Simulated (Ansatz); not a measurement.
## Cu in Ansatz: the effect of target pressure

The system is Cu.

```
Cu
1.0
     2.53076    0.00000    0.00000
    -1.26538    2.19171    0.00000
     0.00000    0.00000    8.26182
Cu
4
Direct
  0.66667 0.33333 0.75000
  0.00000 0.00000 0.50000
  0.33333 0.66667 0.25000
  0.00000 0.00000 0.00000
```

This isn't the form of Cu at room conditions, which is fcc.

Alike in all runs:

```yaml
Program: Ansatz 0.2.0
Task: relaxation of cell and atoms
Functional: PBEsol
Potentials_or_basis: Ansatz PAW
Cutoff: "420 eV (not typed: the program's choice for these potentials)"
k_mesh: 12 × 12 × 4
Occupations: fermi-dirac, width 0.05 eV
Spin: no spin polarisation
```

Each run relaxes the cell or the atoms first.

```tsv
target pressure	relaxed volume (Å³/atom)
0 GPa	11.32
2 GPa	11.19
5 GPa	11.01
10 GPa	10.75
20 GPa	10.30
30 GPa	?
```

What does the run with target pressure 30 GPa give?

Relaxed volume 9.95 Å³/atom.

Worked out: In Murnaghan's law V^(-B') rises as a straight line in P. The other rows fit best with B' = 4.3, V0 = 11.32 Å³/atom and B0 = 172 GPa, which gives 9.94 Å³/atom at 30 GPa, against the run's 9.95.

Caveats: the plane-wave basis is chosen anew once the cell has moved, so the energies of steps on either side of that aren't comparable; the PAW data sets come from PBE, with cores solved anew for the run's functional, which leaves a small shift of forces and pressure.
